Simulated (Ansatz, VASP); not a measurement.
This is a calculation of Mg (Magnesium) for VASP 6.6.1. 

The input INCAR:

```
SYSTEM = Mg
ALGO = Normal
EDIFF = 1E-7
ENCUT = 520
GGA = PE
ISIF = 2
ISMEAR = 0
LASPH = .TRUE.
LCHARG = .FALSE.
LREAL = .FALSE.
LWAVE = .FALSE.
NBANDS = 9
NELM = 100
PREC = Accurate
SIGMA = 0.020999999999999998
```

Contents of KPOINTS:

```
k-points
0
G
  10 10 5
  0 0 0
```

The input POSCAR:

```
Mg
1.0
    3.2093000000      0.0000000000      0.0000000000
   -1.6046500000      2.7793353284      0.0000000000
    0.0000000000      0.0000000000      5.2103000000
Mg
2
Direct
    0.6666666667      0.3333333333      0.7500000000
    0.3333333333      0.6666666667      0.2500000000
```

Potentials or basis: VASP PAW PBE potentials, release 64 (Mg).

Run with:

```sh
$ cat potpaw_PBE.64/Mg/POTCAR > POTCAR
$ mpirun -np 1 vasp_std > vasp.out
```

Task: Set up the same calculation for Ansatz 0.2.0. Potentials or basis there: all-electron LAPW, scalar-relativistic.

Result: As run (cutoffs and basis follow the program's own potentials, and thresholds, step limits or extra output files can differ):

input.yaml

```yaml
crystal:
  lattice:
    - [3.2093, 0.0, 0.0]
    - [-1.60465, 2.7793353284, 0.0]
    - [0.0, 0.0, 5.2103]
  atoms:
    - { symbol: Mg, position: [0.6666666667, 0.3333333333, 0.75] }
    - { symbol: Mg, position: [0.3333333333, 0.6666666667, 0.25] }
kpoints:
  mp_grid: { grid: [10, 10, 5] }
scf:
  occupations: { method: gaussian, width: 0.021 }
hamiltonian:
  xc: pbe
  pseudopotentials: { kind: all_electron, lapw: { basis_error: 0.001 } }
output:
  forces: true
  stress: true
  eigenvalues: true
```

Potentials or basis: all-electron LAPW, scalar-relativistic.

Command:

```console
$ ansatz run input.yaml --threads 1 --pin off --max-ram 3072MiB --backend cpu --events-out ev --progress --plain --runs-dir out
```

Both were run:

|  | VASP | Ansatz |
| --- | --- | --- |
| Pressure | -0.6 GPa | -0.5 GPa |

Where Ansatz's input types no cutoff or centring, it takes its own default and a Γ-centred mesh.

Pressure is positive in compression.
